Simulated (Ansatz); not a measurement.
# TiSi2: the cost of one run

Computed with Ansatz 0.2.0 (DFT PBE, scalar-relativistic, plane waves, PAW, unless a step's input says otherwise).

1 further run of the same task is left out (set aside as unsound or not needed). Runs told in other sessions of the task aren't counted.

### 1 The structure to begin with

Symmetry: Cmcm, No. 63, orthorhombic system. Conventional cell: a = 3.548 Å, b = 13.561 Å, c = 3.579 Å, α = 90.00°, β = 90.00°, γ = 90.00°. Ti (site symmetry m2m) is surrounded by 10 Si at 2.59 to 2.83 Å. Si (site symmetry m2m) is surrounded by 2 Si at 2.40 Å and 6 Ti at 2.59 to 2.83 Å. Si (site symmetry m2m) has 4 Si at 2.52 Å and 4 Ti at 2.67 to 2.68 Å in its first shell of neighbours.

As a file:

```cif
data_structure
_symmetry_space_group_name_H-M 'Cmcm'
_symmetry_Int_Tables_number 63
_cell_length_a 3.5476
_cell_length_b 13.5607
_cell_length_c 3.5792
_cell_angle_alpha 90.000
_cell_angle_beta 90.000
_cell_angle_gamma 90.000
_cell_volume 172.19
loop_
_atom_site_label
_atom_site_type_symbol
_atom_site_symmetry_multiplicity
_atom_site_Wyckoff_symbol
_atom_site_fract_x
_atom_site_fract_y
_atom_site_fract_z
_atom_site_occupancy
Ti1 Ti 4 c 0.50000 0.60318 0.75000 1
Si1 Si 4 c 0.50000 0.94085 0.75000 1
Si2 Si 4 c 0.00000 0.75017 0.75000 1
```

It goes back to an entry of the Materials Project, which need not be the stable form.

This cell was relaxed beforehand with the same method: volume 14.35 Å³/atom, gap on the mesh none (metal).

Reference energy of this cell: -7545.9677 eV (6 atoms, 10×10×10 mesh, zero smearing).

### 2 The random packing

6 Ti, 12 Si were thrown into a skewed cell at random, at 1.12 times a reference volume of the solid, and pushed apart as soft spheres.

The cell holds 6 Ti, 12 Si: a = 6.668 Å, b = 6.453 Å, c = 6.744 Å, α = 90.17°, β = 91.62°, γ = 85.70°.

### 3 Stage at 2720 K

The cutoff is lowered while the worst contacts of the packing are taken out. One k point, a Fermi-Dirac width of 0.234 eV and a fixed cell.

The input, input.yaml:

```yaml
crystal:
  lattice:
    - [6.663251, 0.246085, -0.094535]
    - [0.246085, 6.448499, -0.008168]
    - [-0.094535, -0.008168, 6.743254]
  atoms:
    - { symbol: Ti, position: [0.3820024143, 0.3208975191, 0.8663330767] }
    - { symbol: Ti, position: [0.3995438315, 0.7956348304, 0.8917458616] }
    - { symbol: Ti, position: [0.0525469889, 0.5610384458, 0.5894954835] }
    - { symbol: Ti, position: [0.6543893167, 0.8597829812, 0.436680962] }
    - { symbol: Ti, position: [0.1101902838, 0.0468049476, 0.60308421] }
    - { symbol: Ti, position: [0.8537578814, 0.7688706277, 0.9932423331] }
    - { symbol: Si, position: [0.6540120464, 0.1396334108, 0.1367842114] }
    - { symbol: Si, position: [0.423187216, 0.5311046812, 0.4323798859] }
    - { symbol: Si, position: [0.2592114948, 0.8740392852, 0.2597620565] }
    - { symbol: Si, position: [0.6657956772, 0.53294163, 0.6929704898] }
    - { symbol: Si, position: [0.1071071591, 0.0780014839, 0.0133357921] }
    - { symbol: Si, position: [0.1581004537, 0.4961849976, 0.1631968892] }
    - { symbol: Si, position: [0.3809484109, 0.1892629588, 0.3439320398] }
    - { symbol: Si, position: [0.738994028, 0.1419911385, 0.7465234259] }
    - { symbol: Si, position: [0.6228139332, 0.4850753578, 0.1755381491] }
    - { symbol: Si, position: [0.6789611108, 0.2904316061, 0.4504793518] }
    - { symbol: Si, position: [0.8824111589, 0.3489279618, 0.9628917442] }
    - { symbol: Si, position: [0.9482912417, 0.2276788316, 0.2673446838] }
  symmetry: { detect: false }
basis:
  ecutwfc: 320
  xc_grid: 1
kpoints:
  mp_grid: { grid: [1, 1, 1], shift: [0.25, 0.25, 0.25] }
hamiltonian:
  xc: pbe
scf:
  occupations: { method: fermi_dirac, width: 0.2344 }
  lower_state_search: "off"
  convergence: { dr2_threshold: 1.0e-05 }
output:
  forces: true
  stress: true
md:
  timestep: 3.0
  n_steps: 24
  ensemble: nvt_langevin
  friction: 0.03
  temperature: 2720.0
  initial_velocities: maxwell_boltzmann
  seed: 51414
```

Launch:

```bash
$ ansatz run input.yaml --threads 2 --pin off --max-ram 5120MiB --backend cpu --events-out ev --progress --plain --runs-dir out
```

**Question.** How long does this run take on 2 threads of AMD EPYC (Zen 3), shared host, and how much memory does it need?

About 75 s, with a peak of 0.41 GiB.
